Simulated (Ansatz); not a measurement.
**Ge: single point with PBE**

Ge:

```
Ge
1.0
     1.48805   -2.59469    0.00000
     1.48805    2.59469    0.00000
     0.00000    0.00000    4.72760
Ge
2
Cartesian
  1.4881 0.8643 1.1819
  1.4881 -0.8643 3.5457
```

This isn't the form of Ge at room conditions, which is diamond.

```json
{"Program": "Ansatz 0.2.0", "Task": "single point", "Functional": "PBE", "Potentials or basis": "Ansatz PAW", "Cutoff": "420 eV (not typed: the program's choice for these potentials)", "k mesh": "10 × 10 × 6", "Occupations": "gaussian, width 0.019 eV", "Spin": "no spin polarisation"}
```

- Pressure: 4.3 GPa
- Largest force: 0.014 eV/Å
- Band gap on the k mesh: none (metal or under the smearing width)

Forces on the atoms (eV/Å):
```
Ge   0.000  0.014  0.000
Ge   0.000 -0.014  0.000
```

Stress tensor (GPa, compression positive):
```
3.14 0.00 0.00
0.00 4.37 0.00
0.00 0.00 5.47
```

Levels at points of the mesh, in eV from the Fermi level:
| k point | band 12 | band 13 | band 14 | band 15 | band 16 | band 17 |
| --- | --- | --- | --- | --- | --- | --- |
| (0.00, 0.00, 0.00) | -7.45 | -5.52 | 6.63 | 6.74 | 8.71 | 8.83 |
| (0.00, 0.00, -0.50) | -11.67 | 1.90 | 1.90 | 7.77 | 7.77 | 7.88 |
| (0.00, -0.50, 0.00) | -7.09 | -2.25 | -1.24 | -0.87 | 1.45 | 2.46 |
| (0.00, -0.50, -0.50) | -6.97 | -4.91 | -4.91 | 4.12 | 4.12 | 5.09 |
| (-0.50, -0.50, 0.00) | -7.13 | -2.29 | -1.27 | -0.93 | 1.42 | 2.61 |
| (-0.50, -0.50, -0.50) | -7.04 | -4.94 | -4.94 | 4.27 | 4.27 | 5.11 |

Wall time 2.7 s on 2 threads of Arm Neoverse V1 (shared host), peak memory 0.34 GiB.
